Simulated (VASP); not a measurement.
# TiC: band structure with revTPSS

TiC:

```
Ti C
1.0
     3.04209    0.00000    0.00000
    -1.52104    2.63452    0.00000
     0.00000    0.00000    2.69797
Ti C
1 1
Direct
  0.00000 0.00000 0.50000
  0.33333 0.66667 0.00000
```

The cell was built by a generator and needn't be a form met in nature.

| Quantity | Value |
| --- | --- |
| Program | VASP 6.6.1 |
| Task | band structure |
| Functional | revTPSS |
| Potentials or basis | VASP PAW PBE potentials, release 64 (Ti_sv, C) |
| Cutoff | 520 eV |
| k mesh | 10 × 10 × 10 |
| Occupations | fermi-dirac, width 0.05 eV |
| Spin | no spin polarisation |
| Further INCAR settings | ALGO = Normal; EDIFF = 1e-07; NBANDS = 15 |

The pressure is -1.3 GPa and the band gap along the path is none (metal or under the smearing width).

Stress tensor (GPa, compression positive):
```
-1.38  0.00  0.00
 0.00 -1.38  0.00
 0.00  0.00 -1.11
```

Levels at the corners of the path, in eV from the Fermi level:
```
point  band 4  band 5  band 6  band 7  band 8  band 9  band 10  band 11  band 12  band 13
    Γ  -32.75  -12.34   -1.63   -1.63   -1.00    2.35     3.44     3.44     5.78     5.78
    M  -32.70   -9.95   -5.01   -0.81   -0.26    0.20     3.13     3.54     3.82     6.74
    M  -32.70   -9.95   -5.01   -0.81   -0.26    0.20     3.13     3.54     3.82     6.74
    K  -32.70   -9.64   -3.61   -3.46   -0.20    1.91     2.25     2.51     3.51     7.40
    K  -32.70   -9.64   -3.61   -3.46   -0.20    1.91     2.25     2.51     3.51     7.40
    Γ  -32.75  -12.34   -1.63   -1.63   -1.00    2.35     3.44     3.44     5.78     5.78
    Γ  -32.75  -12.34   -1.63   -1.63   -1.00    2.35     3.44     3.44     5.78     5.78
    A  -33.13   -9.25   -5.68   -0.47   -0.47    1.18     1.18     4.79     4.79     4.79
    A  -33.13   -9.25   -5.68   -0.47   -0.47    1.18     1.18     4.79     4.79     4.79
    L  -33.21   -9.13   -4.04   -2.69   -2.24    1.34     3.38     4.45     5.63     7.45
    L  -33.21   -9.13   -4.04   -2.69   -2.24    1.34     3.38     4.45     5.63     7.45
    H  -33.36   -8.92   -4.55   -3.77   -0.48    1.00     4.17     4.83     5.38     7.67
    H  -33.36   -8.92   -4.55   -3.77   -0.48    1.00     4.17     4.83     5.38     7.67
    A  -33.13   -9.25   -5.68   -0.47   -0.47    1.18     1.18     4.79     4.79     4.79
    L  -33.21   -9.13   -4.04   -2.69   -2.24    1.34     3.38     4.45     5.63     7.45
    M  -32.70   -9.95   -5.01   -0.81   -0.26    0.20     3.13     3.54     3.82     6.74
    K  -32.70   -9.64   -3.61   -3.46   -0.20    1.91     2.25     2.51     3.51     7.40
    H  -33.36   -8.92   -4.55   -3.77   -0.48    1.00     4.17     4.83     5.38     7.67
```

Run time: 6.1 min on 1 thread of Intel(R) Xeon(R) Platinum 8259CL CPU @ 2.50GHz (Skylake/Cascade Lake) (shared host), peak memory 0.22 GiB.

Caveat: the PAW data sets were made with another functional, which shifts forces and pressure a little.
